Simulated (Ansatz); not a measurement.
Wires are cut from relaxed bulk Co (P6_3/mmc, 10.86 Å³/atom, gap on the mesh 0.00 eV); atoms and period are relaxed, and energies count from that bulk.

All numbers below come from Ansatz, DFT PBE, scalar-relativistic, plane waves, PAW.

Cutoff 420 eV; k points 1×1×8 on the computed 4-atom cell (Γ-centred); Gaussian smearing, width 0.05 eV; collinear spin from starting moments 1.86 1.86 1.86 1.86 μB.

Start ([001] wire, 4 host atoms a period):

```xyz
4
Lattice="11.5000 0.0000 0.0000 0.0000 11.5000 0.0000 0.0000 0.0000 4.0331" Properties=species:S:1:pos:R:3 pbc="T T T"
Co    5.7500    5.3901    1.0083
Co    4.5031    4.6702    3.0248
Co    6.9969    4.6702    3.0248
Co    5.7500    6.8298    3.0248
```

What does the relaxation give?

The free energy falls by 727 meV/atom. It ends far from its start (an atom moved by over half a bond, or the period changed much).

* excess energy (eV per host atom): 1.563
* line energy (eV/Å): 2.622
* period (Å): 2.385
* gap on the mesh (eV): 0
* size of the moment (μB per cell): 7.77

Relaxed structure:
```xyz
4
Lattice="11.5000 0.0000 0.0000 0.0000 11.5000 0.0000 0.0000 0.0000 2.3854" Properties=species:S:1:pos:R:3 pbc="T T T"
Co    5.7500    4.4646    0.5964
Co    3.8947    5.2517    1.7891
Co    7.6053    5.2517    1.7891
Co    5.7500    6.5922    1.7891
```

Each run keeps its start's symmetry and one magnetic start, so lower states can exist.

The run took 3.6 min on 4 threads of Intel(R) Xeon(R) Platinum 8259CL CPU @ 2.50GHz (Skylake/Cascade Lake), with other jobs on the host, peak memory 1 GiB.